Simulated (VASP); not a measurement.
AlN, 2 atoms in the cell. Symmetry: F-43m, No. 216, cubic system. The conventional cell has a = 4.377 Å, b = 4.377 Å, c = 4.377 Å, α = 90.00°, β = 90.00°, γ = 90.00°. Al (site symmetry -43m) is surrounded by 4 N at 1.90 Å. Around N (site symmetry -43m) lie 4 Al at 1.90 Å. Measurements of this composition are mostly on another form, of space group No. 186.

| Item | Value |
| --- | --- |
| Program | VASP 6.6.1 |
| Task | Born charges and dielectric tensor |
| Functional | LDA |
| Potentials or basis | VASP PAW LDA potentials, release 64 (Al, N) |
| Cutoff | 600 eV |
| k mesh | 10 × 10 × 10 |
| Occupations | gaussian, width 0.02 eV |
| Spin | no spin polarisation |
| Further INCAR settings | ALGO = Normal; EDIFF = 1e-08; IBRION = 8; NSW = 1 |

Potentials or basis: VASP PAW LDA potentials, release 64 (Al, N).

The run is started by

```sh
$ cat potpaw_LDA.64/Al/POTCAR potpaw_LDA.64/N/POTCAR > POTCAR
$ mpirun -np 1 vasp_std > vasp.out
```

Hardware: 1 thread of AMD EPYC 9R45 96-Core Processor (Zen 5) (shared host).

Question: How long does it take, and how much memory?

Answer: It took 2.9 min on 1 thread of AMD EPYC 9R45 96-Core Processor (Zen 5) (shared host), peak memory 0.2 GiB. Counts: scf iterations 110, k points 47.
